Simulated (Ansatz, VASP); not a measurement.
# Ru: VASP beside Ansatz

Contents of POSCAR:

```
Ru
1.0
    0.0000000000      1.9150000000      1.7618000000
    1.9150000000      0.0000000000      1.7618000000
    1.9150000000      1.9150000000      0.0000000000
Ru
1
Direct
    0.0000000000      0.0000000000      0.0000000000
```

The input INCAR.step1:

```
SYSTEM = Ru
ALGO = Normal
EDIFF = 1E-4
ENCUT = 520
GGA = PE
ISMEAR = 0
LASPH = .True.
LCHARG = .False.
LREAL = .False.
LWAVE = .True.
NBANDS = 13
NELM = 100
PREC = Accurate
SIGMA = 0.15
```

File INCAR.step2:

```
SYSTEM = Ru
ALGO = Normal
EDIFF = 1E-6
ENCUT = 520
ISIF = 2
ISMEAR = 0
ISTART = 1
LASPH = .True.
LCHARG = .False.
LMIXTAU = .True.
LREAL = .False.
LWAVE = .False.
METAGGA = R2SCAN
NBANDS = 13
NELM = 100
PREC = Accurate
SIGMA = 0.15
```

Contents of KPOINTS:

```
k-points
0
Gamma
  22 22 22
  0 0 0
```

Input for Ansatz:

```yaml
crystal:
  lattice:
    - [0.0, 1.915, 1.7618]
    - [1.915, 0.0, 1.7618]
    - [1.915, 1.915, 0.0]
  atoms:
    - { symbol: Ru, position: [0.0, 0.0, 0.0] }
basis:
  ecutwfc: 500
kpoints:
  mp_grid: { grid: [22, 22, 22] }
hamiltonian:
  xc: r2scan
scf:
  occupations: { method: gaussian, width: 0.15 }
output:
  forces: true
  stress: true
  eigenvalues: true
```

Change from the starting cell: strain +0.000 along x and y, -0.080 along z, atoms carried along.

Alike in both runs: task single point; functional r2SCAN; k mesh 22 × 22 × 22; occupations gaussian, width 0.15 eV; no spin polarisation.

|  | VASP | Ansatz |
| --- | --- | --- |
| version | VASP 6.6.1 | Ansatz 0.2.0 |
| potentials or method | VASP PAW PBE potentials, release 64 (Ru_pv) | scalar-relativistic, plane waves, PAW |
| plane-wave cutoff (eV) | 520 | 500 |
| valence electrons in the cell | 14 | 16 |

Ansatz gave:

```
gap on the k mesh at the Fermi level (eV)       : none
pressure (GPa)                                  : 18.9
largest component of the traceless stress (GPa) : 17.23
```

Problem. What did VASP give for the same quantities?

Solution. gap on the k mesh at the Fermi level (eV): none; pressure (GPa): 20.8; largest component of the traceless stress (GPa): 17.29.

A gap of «none» marks a metal or a gap that the smearing closes. The two sets of potentials don't hold the same shells in valence.

Caveats: so large a pressure means that the cell lies far from this level's equilibrium, or that cutoff or potentials fall short (VASP); the potentials were made for another functional, which shifts forces and pressure (VASP).
